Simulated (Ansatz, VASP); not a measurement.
One calculation of HgSe, two programs

File POSCAR:

```
HgSe
1.0
    0.0000000000      3.0083009314      3.0083009314
    3.0083009314      0.0000000000      3.0083009314
    3.0083009314      3.0083009314      0.0000000000
Hg Se
1 1
Direct
    0.0000000000      0.0000000000      0.0000000000
    0.2500000000      0.2500000000      0.2500000000
```

Contents of INCAR.step1:

```
PREC = Accurate
ENCUT = 600
ISMEAR = -1
SIGMA = 0.02
LREAL = F
LASPH = T
NELM = 100
GGA = PE
ALGO = Normal
EDIFF = 1E-4
LWAVE = T
LCHARG = F
```

The input INCAR.step2:

```
PREC = Accurate
ENCUT = 600
EDIFF = 1E-6
ISMEAR = -1
SIGMA = 0.02
LREAL = F
LASPH = T
NELM = 100
ALGO = Normal
ISIF = 3
LWAVE = F
LCHARG = F
METAGGA = R2SCAN
LMIXTAU = T
IBRION = 2
NSW = 100
EDIFFG = -0.005
ISTART = 1
```

File KPOINTS:

```
regular mesh
0
Gamma
  7 7 7
```

Input for Ansatz:

```yaml
crystal:
  lattice:
    - [0.0, 3.0083009314, 3.0083009314]
    - [3.0083009314, 0.0, 3.0083009314]
    - [3.0083009314, 3.0083009314, 0.0]
  atoms:
    - { symbol: Hg, position: [0.0, 0.0, 0.0] }
    - { symbol: Se, position: [0.25, 0.25, 0.25] }
kpoints:
  mp_grid: { grid: [7, 7, 7] }
scf:
  occupations: { method: fermi_dirac, width: 0.02 }
hamiltonian:
  xc: r2scan
  pseudopotentials: { kind: paw }
output:
  forces: true
  stress: true
  efg: { contact_densities: true }
  write_density: true
  write_potential: true
  elf: true
  volumetric_format: npy
relax:
  f_tol: 0.005
  max_steps: 80
  cell: {}
```

Alike in both runs: task relaxation of cell and atoms; functional r2SCAN; k mesh 7 × 7 × 7; occupations fermi-dirac, width 0.02 eV; no spin polarisation.

|  | VASP | Ansatz |
| --- | --- | --- |
| version | VASP 6.6.1 | Ansatz 0.2.0 |
| potentials or method | VASP PAW PBE potentials, release 64 (Hg, Se) | PAW with Ansatz's default frozen-core files, scalar-relativistic |
| plane-wave cutoff (eV) | 600 | 500 |
| valence electrons in the cell | 18 | 36 |

```csv
,VASP,Ansatz,Ansatz less VASP
relaxed volume (Å³/atom),29.69,29.55,-0.139
relaxed cell length with the largest relative difference (Å),4.379,4.372,-0.0068
energy change over the relaxation (meV/atom),-38,-34,+4.0
```

The two sets of potentials don't hold the same shells in valence. Ansatz warned: «gradients_without_spin_orbit».

Caveats: the PAW data sets were made with another functional, which shifts forces and pressure a little (VASP). Zero-point motion and thermal expansion aren't in these numbers. Spin-orbit coupling is left out, which matters for the levels of Hg.
